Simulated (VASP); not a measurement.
MoSe2:

```
CELL_PARAMETERS angstrom
3.28800 0.00000 0.00000
-1.64400 2.84749 0.00000
0.00000 0.00000 12.90000
ATOMIC_POSITIONS crystal
Mo 0.66667 0.33333 0.75000
Mo 0.33333 0.66667 0.25000
Se 0.66667 0.33333 0.37500
Se 0.33333 0.66667 0.87500
Se 0.66667 0.33333 0.12500
Se 0.33333 0.66667 0.62500
```

- Program: VASP 6.6.1
- Task: relaxation of cell and atoms
- Functional: PBEsol
- Dispersion: rVV10
- Potentials or basis: VASP PAW PBE potentials, release 64 (Mo_sv, Se)
- Cutoff: 600 eV
- k mesh: 9 × 9 × 2
- Occupations: fermi-dirac, width 0.05 eV
- Spin: no spin polarisation

At the start: pressure 3.1 GPa; volume 20.13 Å³/atom.

Q: Where does the relaxation end?

A: Over 13 steps the energy falls by 15.5 meV/atom and the volume is 19.82 Å³/atom (-1.5 %); space group P6_3/mmc (No. 194, to 0.05 Å).

The path:
| step | energy change (eV) | largest force (eV/Å) | pressure (GPa) | volume (Å³) |
| --- | --- | --- | --- | --- |
| 1 | 0.0000 | 0.8860 | 3.07 | 120.78 |
| 2 | 0.1190 | 1.0450 | -7.47 | 127.60 |
| 3 | -0.0700 | 0.0811 | -1.36 | 123.29 |
| 4 | -0.0701 | 0.1017 | -1.24 | 123.22 |
| 5 | -0.0862 | 0.0554 | -0.08 | 121.32 |
| 6 | -0.0862 | 0.0547 | -0.07 | 121.30 |
| 7 | -0.0871 | 0.0548 | -0.07 | 121.12 |
| 8 | -0.0894 | 0.0534 | 0.01 | 120.56 |
| 9 | -0.0924 | 0.0516 | 0.15 | 119.46 |
| 10 | -0.0896 | 0.0432 | 0.58 | 117.24 |
| 11 | -0.0929 | 0.0559 | 0.30 | 118.84 |
| 12 | -0.0931 | 0.0258 | -0.22 | 118.97 |
| 13 | -0.0932 | 0.0048 | -0.02 | 118.92 |

Final structure:
```
CELL_PARAMETERS angstrom
3.26612 0.00000 0.00000
-1.63306 2.82855 0.00000
0.00000 0.00000 12.87234
ATOMIC_POSITIONS crystal
Mo 0.66667 0.33333 0.75000
Mo 0.33333 0.66667 0.25000
Se 0.66667 0.33333 0.37962
Se 0.33333 0.66667 0.87962
Se 0.66667 0.33333 0.12038
Se 0.33333 0.66667 0.62038
```

Caveat: the PAW data sets were made with another functional, which shifts forces and pressure a little.
